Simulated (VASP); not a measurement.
# InAs (F-43m) in VASP: single point with PBE+D3(BJ)

Aim: the single point of InAs with PBE+D3(BJ).

Everything below comes from runs of VASP 6.6.1. Logs are shortened: lines on timing, memory, paths and dates and some standing lists are left out, and cuts for length are marked.

**What was measured.**

From a printed reference work, data compilation, for a bulk crystal of InAs at 4.2 K: band gap 0.418 eV (direct).

The runs below are set against these values where they give the same quantity.

## 1. The cell of the first run

The structure is cubic, space group F-43m (No. 216). Conventional cell: a = 6.112 Å, b = 6.112 Å, c = 6.112 Å, α = 90.00°, β = 90.00°, γ = 90.00°. Within 3.5 Å of In (site symmetry -43m) lie 4 As at 2.65 Å. As (site symmetry -43m) has 4 In at 2.65 Å within 3.5 Å.

## 2. Single point, PBE+D3(BJ)

INCAR reads:

```
SYSTEM = InAs
PREC     = Accurate       ! precision mode
ENCUT    = 520            ! plane-wave cutoff, eV
EDIFF    = 1E-6           ! SCF threshold, eV
ISMEAR   = 0              ! smearing method
SIGMA    = 0.1            ! smearing width, eV
LREAL    = .False.        ! projectors in reciprocal space
LASPH    = .True.         ! aspherical terms in the spheres
NELM     = 80             ! most SCF steps
ALGO     = Normal         ! electronic algorithm
ISIF     = 2              ! what is computed and relaxed
LWAVE    = .False.        ! write WAVECAR
LCHARG   = .False.        ! write CHGCAR
GGA      = PE             ! functional
IVDW     = 12             ! dispersion correction
NBANDS   = 16             ! bands
```

KPOINTS reads:

```
Automatic mesh
0
Gamma
  12 12 12
  0 0 0
```

POSCAR reads:

```
InAs
1.0
    0.0000000000      3.0561654782      3.0561654782
    3.0561654782      0.0000000000      3.0561654782
    3.0561654782      3.0561654782      0.0000000000
In As
1 1
Direct
    0.0000000000      0.0000000000      0.0000000000
    0.7500000000      0.7500000000      0.7500000000
```

Potentials or basis: VASP PAW PBE potentials, release 64 (In_d, As).

Run with:

```bash
$ cat potpaw_PBE.64/In_d/POTCAR potpaw_PBE.64/As/POTCAR > POTCAR
$ mpirun -np 1 vasp_std > vasp.out
```

OUTCAR:

```text
SYSTEM = InAs
   PREC = Accurate
   ENCUT = 520
   EDIFF = 1E-6
   ISMEAR = 0
   LREAL = .False.
   LASPH = .True.
   NELM = 80
   ISIF = 2
   GGA = PE
   IVDW = 12
 IVDW          = 12

 ion  position               nearest neighbor table
   1  0.000  0.000  0.000-   2 2.65   2 2.65   2 2.65   2 2.65
   2  0.750  0.750  0.750-   1 2.65   1 2.65   1 2.65   1 2.65

  LATTYP: Found a face centered cubic cell.
 ALAT       =     6.1123309564

  Lattice vectors:

 A1 = (   0.0000000000,   3.0561654782,   3.0561654782)
 A2 = (   3.0561654782,   0.0000000000,   3.0561654782)
 A3 = (   3.0561654782,   3.0561654782,   0.0000000000)

Analysis of symmetry for initial positions (statically):
=====================================================================
 Subroutine PRICEL returns:
 Original cell was already a primitive cell.

 Routine SETGRP: Setting up the symmetry group for a
 face centered cubic supercell.

 Subroutine GETGRP returns: Found 24 space group operations
 (whereof 24 operations were pure point group operations)
 out of a pool of 48 trial point group operations.

The static configuration has the point symmetry T_d .

Analysis of symmetry for dynamics (positions and initial velocities):
=====================================================================
 Subroutine PRICEL returns:
 Original cell was already a primitive cell.

 Routine SETGRP: Setting up the symmetry group for a
 face centered cubic supercell.

 Subroutine GETGRP returns: Found 24 space group operations
 (whereof 24 operations were pure point group operations)
 out of a pool of 48 trial point group operations.

The dynamic configuration has the point symmetry T_d .

 Subroutine INISYM returns: Found 24 space group operations
 (whereof 24 operations are pure point group operations),
 and found     1 'primitive' translations

----------------------------------------------------------------------------------------

                                     Primitive cell

  volume of cell :      57.0901

  direct lattice vectors                    reciprocal lattice vectors
     0.000000000  3.056165478  3.056165478    -0.163603707  0.163603707  0.163603707
     3.056165478  0.000000000  3.056165478     0.163603707 -0.163603707  0.163603707
     3.056165478  3.056165478  0.000000000     0.163603707  0.163603707 -0.163603707

  length of vectors
     4.322070668  4.322070668  4.322070668     0.283369932  0.283369932  0.283369932

  position of ions in fractional coordinates (direct lattice)
     0.000000000  0.000000000  0.000000000
     0.750000000  0.750000000  0.750000000

  ion indices of the primitive-cell ions
   primitive index   ion index
                 1           1
                 2           2

----------------------------------------------------------------------------------------

 KPOINTS: Automatic mesh

Automatic generation of k-mesh.
 Grid dimensions read from file:
 generate k-points for:   12   12   12

 Generating k-lattice:

  Cartesian coordinates                     Fractional coordinates (reciprocal lattice)
    -0.013633642  0.013633642  0.013633642     0.083333333  0.000000000  0.000000000
     0.013633642 -0.013633642  0.013633642     0.000000000  0.083333333  0.000000000
     0.013633642  0.013633642 -0.013633642     0.000000000  0.000000000  0.083333333

  Length of vectors
     0.023614161  0.023614161  0.023614161

  Shift w.r.t. Gamma in fractional coordinates (k-lattice)
     0.000000000  0.000000000  0.000000000

 Subroutine IBZKPT returns following result:
 ===========================================

 Found     72 irreducible k-points:

 Following reciprocal coordinates:
            Coordinates               Weight
  0.000000  0.000000  0.000000      1.000000
  0.083333  0.000000  0.000000      8.000000
  0.166667  0.000000  0.000000      8.000000
  0.250000  0.000000  0.000000      8.000000
  0.333333  0.000000  0.000000      8.000000
  0.416667  0.000000  0.000000      8.000000
[... 16 lines left out ...]
  0.500000  0.166667  0.000000     24.000000
 -0.416667  0.166667  0.000000     24.000000
 [... further k-points ...]
   k-points           NKPTS =     72   k-points in BZ     NKDIM =     72   number of bands    NBANDS=     16
   number of dos      NEDOS =    301   number of ions     NIONS =      2
   total plane-waves  NPLWV =  32768
   dimension x,y,z NGX =    32 NGY =   32 NGZ =   32
   dimension x,y,z NGXF=    64 NGYF=   64 NGZF=   64
   ions per type =               1   1
   NGX,Y,Z   is equivalent  to a cutoff of  12.31, 12.31, 12.31 a.u.
   NGXF,Y,Z  is equivalent  to a cutoff of  24.62, 24.62, 24.62 a.u.
 SYSTEM =  InAs
   PREC   = accura    normal or accurate (medium, high low for compatibility)
   ISTART =      0    job   : 0-new  1-cont  2-samecut
   ICHARG =      2    charge: 1-file 2-atom 10-const
   ISPIN  =      1    spin polarized calculation?
   LNONCOLLINEAR =      F non collinear calculations
   LSORBIT =      F    spin-orbit coupling
   LASPH  =      T    aspherical Exc in radial PAW
   ENCUT  =  520.0 eV  38.22 Ry    6.18 a.u.   8.04  8.04  8.04*2*pi/ulx,y,z
   NELM   =     80;   NELMIN=  2; NELMDL= -5     # of ELM steps
   EDIFF  = 0.1E-05   stopping-criterion for ELM
   LREAL  =      F    real-space projection
   EDIFFG = 0.1E-04   stopping-criterion for IOM
   NSW    =      0    number of steps for IOM
   IBRION =     -1    ionic relax: 0-MD 1-quasi-New 2-CG
   NFREE  =      0    steps in history (QN), initial steepest desc. (CG)
   ISIF   =      2    stress and relaxation
   ISYM   =      2    0-nonsym 1-usesym 2-fastsym
   POTIM  = 0.5000    time-step for ionic-motion
   TEBEG  =    0.0;   TEEND  =   0.0 temperature during run
   PSTRESS=    0.0 pullay stress
   NELECT =      18.0000    total number of electrons
   NUPDOWN=      -1.0000    fix difference up-down
   EMIN   =  10.00;   EMAX   =-10.00  energy-range for DOS
   EFERMI =   0.00;   METHOD = LEGACY
   ISMEAR =     0;   SIGMA  =   0.10  broadening in eV -4-tet -1-fermi 0-gaus
   EFERMI_NEDOS =   21; number of points for ismear=-14 and -15
   IALGO  =     38    algorithm
   IMIX   =      4    mixing-type and parameters
     AMIX     =   0.40;   BMIX     =  1.00
     AMIX_MAG =   1.60;   BMIX_MAG =  1.00
  volume/ion in A,a.u.               =      28.55       192.63
  Fermi-wavevector in a.u.,A,eV,Ry     =   1.114240  2.105609 16.892056  1.241531
  Thomas-Fermi vector in A             =   2.250833
   LORBIT       =      0    0 simple, 1 ext, 2 COOP (PROOUT), +10 PAW based schemes
   GGA     = PE    functional components
   LHFCALC =     F    Hartree Fock is set to
   AEXX    =    0.0000 exact exchange contribution
   IVDW    =    12    specifies the selected vdW correction
   LEPSILON=     F    determine dielectric tensor
   LRPA    =     F    only Hartree local field effects (RPA)
 non-spin polarized calculation
 Gauss-broadening in eV      SIGMA  =   0.10
  energy-cutoff  :      520.00
  volume of cell :       57.09
 maximum number of plane-waves:      1572
   NGX = 17   NGY = 17   NGZ = 17

 number of electron      17.9999996 magnetization

 Free energy of the ion-electron system (eV)
  ---------------------------------------------------
  ext. energy  EPLUGINS =         0.00000000
  ---------------------------------------------------
  free energy    TOTEN  =        -7.70659165 eV

  energy without entropy =       -7.70643663  energy(sigma->0) =       -7.70651414

 E-fermi :   4.2480     XC(G=0):  -8.9528

 val. band max:        4.1859067819   @ k =   0.0000   0.0000   0.0000
 cond. band min:       4.9098277437   @ k =   0.0833   0.0000   0.0000
 fundamental gap:      0.7239209618
 Fermi energy:         4.2480408426

 k-point     1 :       0.0000    0.0000    0.0000
  band No.  band energies     occupation
      1     -10.1420      2.00000
      2     -10.1420      2.00000
      3     -10.1420      2.00000
      4     -10.0291      2.00000
      5     -10.0291      2.00000
      6      -7.4717      2.00000
[... 8 lines left out ...]
     15      13.7846      0.00000
     16      13.7846      0.00000

 k-point     2 :       0.0833    0.0000    0.0000
  band No.  band energies     occupation
      1     -10.1500      2.00000
      2     -10.1396      2.00000
      3     -10.1396      2.00000
      4     -10.0292      2.00000
      5     -10.0292      2.00000
      6      -7.4034      2.00000
[... 8 lines left out ...]
     15      13.2354      0.00000
     16      13.2354      0.00000

 k-point     3 :       0.1667    0.0000    0.0000
  band No.  band energies     occupation
      1     -10.1712      2.00000
      2     -10.1333      2.00000
      3     -10.1333      2.00000
      4     -10.0291      2.00000
      5     -10.0291      2.00000
      6      -7.2059      2.00000
[... 8 lines left out ...]
     15      12.7437      0.00000
     16      12.7437      0.00000

 k-point     4 :       0.2500    0.0000    0.0000
  band No.  band energies     occupation
      1     -10.1987      2.00000
      2     -10.1256      2.00000
      3     -10.1256      2.00000
      4     -10.0280      2.00000
      5     -10.0280      2.00000
      6      -6.9040      2.00000
[... 8 lines left out ...]
     15      12.7033      0.00000
     16      12.7033      0.00000
[... 324 lines left out ...]
 k-point    22 :       0.4167    0.1667    0.0000
  band No.  band energies     occupation
      1     -10.2491      2.00000
      2     -10.1087      2.00000
      3     -10.1034      2.00000
      4     -10.0370      2.00000
      5     -10.0187      2.00000
      6      -6.2487      2.00000
[... 8 lines left out ...]
     15      14.1929      0.00000
     16      14.8520      0.00000

 k-point    23 :       0.5000    0.1667    0.0000
  band No.  band energies     occupation
      1     -10.2585      2.00000
      2     -10.1077      2.00000
      3     -10.1017      2.00000
      4     -10.0327      2.00000
      5     -10.0198      2.00000
      6      -5.9988      2.00000
[... 8 lines left out ...]
     15      14.4778      0.00000
     16      14.9267      0.00000

 k-point    24 :      -0.4167    0.1667    0.0000
  band No.  band energies     occupation
      1     -10.2583      2.00000
      2     -10.1081      2.00000
      3     -10.1030      2.00000
      4     -10.0283      2.00000
      5     -10.0235      2.00000
      6      -5.9600      2.00000
[... 8 lines left out ...]
     15      13.7879      0.00000
     16      14.2233      0.00000

 [... further k-points ...]

------------------------ aborting loop because EDIFF is reached ----------------------------------------

 Edisp (eV)   -0.62358

 E8    (eV) :    -0.2889

  FORCE on cell =-STRESS in cart. coord.  units (eV):
  Direction    XX          YY          ZZ          XY          YZ          ZX
  --------------------------------------------------------------------------------------
  -------------------------------------------------------------------------------------
  Total       0.00633     0.00633     0.00633     0.00000     0.00000     0.00000
  in kB       0.17751     0.17751     0.17751     0.00000     0.00000     0.00000
  external pressure =        0.18 kB  Pullay stress =        0.00 kB

 VOLUME and BASIS-vectors are now :
 -----------------------------------------------------------------------------
  energy-cutoff  :      520.00
  volume of cell :       57.09
      direct lattice vectors                 reciprocal lattice vectors
     0.000000000  3.056165478  3.056165478    -0.163603707  0.163603707  0.163603707
     3.056165478  0.000000000  3.056165478     0.163603707 -0.163603707  0.163603707
     3.056165478  3.056165478  0.000000000     0.163603707  0.163603707 -0.163603707

 POSITION                                       TOTAL-FORCE (eV/Angst)
 -----------------------------------------------------------------------------------
      0.00000      0.00000      0.00000        -0.000000     -0.000000     -0.000000
      4.58425      4.58425      4.58425         0.000000      0.000000      0.000000
 -----------------------------------------------------------------------------------
    total drift:                                0.000000      0.000000      0.000000

  FREE ENERGIE OF THE ION-ELECTRON SYSTEM (eV)
  ---------------------------------------------------
  free  energy   TOTEN  =        -8.3301720789 eV

  energy  without entropy=       -8.3300170657  energy(sigma->0) =       -8.33009457
```

Wall time 30 s (1 thread of Intel Xeon Platinum 8488C (Sapphire Rapids), shared host); peak memory 0.23 GiB.

Results:

| Item | Value |
| --- | --- |
| Free energy | -8.3302 eV |
| Pressure | 0.0 GPa |
| Band gap on the k mesh | zero (filled and empty bands touch) |
| Dispersion energy per atom | -0.312 eV |

Caveat: spin-orbit coupling is left out, which moves the levels of the heavy elements; pairwise dispersion overbinds metals, which lowers pressure and volume.

## 3. Against experiment

Step 2. A measured gap of InAs is 0.418 eV (direct; 4.2 K; a printed reference work, data compilation); the calculated 0.00 eV misses it by -0.42 eV. Spin-orbit coupling on As, In is left out. The value is that of PBE+D3(BJ) on a finite k mesh, which can miss the band edges, without temperature or zero-point motion. Semilocal functionals fall short of measured gaps as a rule.
